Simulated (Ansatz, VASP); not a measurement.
# Two plane-wave programs on GaN

```
CELL_PARAMETERS angstrom
3.13484 0.00000 0.00000
-1.56742 2.71485 0.00000
0.00000 0.00000 5.10764
ATOMIC_POSITIONS crystal
Ga 0.33333 0.66667 0.99919
Ga 0.66667 0.33333 0.49919
N 0.33333 0.66667 0.37581
N 0.66667 0.33333 0.87581
```

Change from the starting cell: strain -0.015 along x and y, -0.015 along z, atoms carried along.

Alike in both runs: task single point; functional PBEsol; k mesh 12 × 12 × 6; occupations gaussian, width 0.05 eV; no spin polarisation.

|  | VASP | Ansatz |
| --- | --- | --- |
| version | VASP 6.6.1 | Ansatz 0.2.0 |
| potentials or method | VASP PAW PBE potentials, release 64 (Ga_d, N) | scalar-relativistic, plane waves, PAW |
| plane-wave cutoff (eV) | 520 | 420 |
| valence electrons in the cell | 36 | 36 |

|  | VASP | Ansatz | Ansatz less VASP |
| --- | --- | --- | --- |
| gap on the k mesh at the Fermi level (eV) | 2.20 | 2.17 | -0.022 |
| least direct gap on the mesh (eV) | 2.20 | 2.17 | -0.022 |
| pressure (GPa) | 9.2 | 9.4 | +0.25 |
| rms of the force components (eV/Å) | 0.006 | 0.006 | +0.0001 |

Atom by atom the forces differ by 0.000 eV/Å (rms over components).

Caveats: the PAW data sets were made with another functional, which shifts forces and pressure a little (VASP).
